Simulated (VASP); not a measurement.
Write the native input for VASP 6.6.1 that does the following.

| Property | Result |
| --- | --- |
| Task | single point |
| Functional | PBE |
| Potentials or basis | VASP PAW PBE potentials, release 64 (Co) |
| Cutoff | 520 eV |
| k mesh | 12 × 12 × 7 |
| Occupations | fermi-dirac, width 0.05 eV |
| Spin | collinear spin, ferromagnetic start |
| Starting moments | [3.5, 3.5] μB |
| Further INCAR settings | ALGO = Normal; EDIFF = 1e-06; NBANDS = 20 |

The structure of Co lies in POSCAR:

```
Co
1.0
    2.4719999032      0.0000000000      0.0000000000
   -1.2359999516      2.1408147143      0.0000000000
    0.0000000000      0.0000000000      4.0211440800
Co
2
Direct
    0.6666666667      0.3333333333      0.7500000000
    0.3333333333      0.6666666667      0.2500000000
```

One way to write it, as run:

INCAR

```
SYSTEM = Co
  PREC = Accurate
  ENCUT = 520
  EDIFF = 1E-6
  ISMEAR = -1
  SIGMA = 0.05
  LREAL = .FALSE.
  LASPH = .TRUE.
  NELM = 100
  ALGO = Normal
  ISIF = 2
  LWAVE = .FALSE.
  LCHARG = .FALSE.
  ISPIN = 2
  MAGMOM = 3.5 3.5
  LORBIT = 11
  LMAXMIX = 4
  GGA = PE
  NBANDS = 20
```

KPOINTS

```
regular mesh
0
G
  12 12 7
  0 0 0
```

Potentials or basis: VASP PAW PBE potentials, release 64 (Co).

Launch:

```console
$ cat potpaw_PBE.64/Co/POTCAR > POTCAR
$ mpirun -np 1 vasp_std > vasp.out
```

Results of the run:

- Pressure: 3.8 GPa
- Band gap on the k mesh: none (metal or under the smearing width)
- Net moment: 3.20 μB per cell
- Site moments: Co +1.61 μB
- Valence electrons inside the program's atomic spheres: Co 8.31

It took 51 s on 1 thread of Intel(R) Xeon(R) Platinum 8375C CPU @ 2.90GHz (Ice Lake) (shared host), peak memory 0.16 GiB.
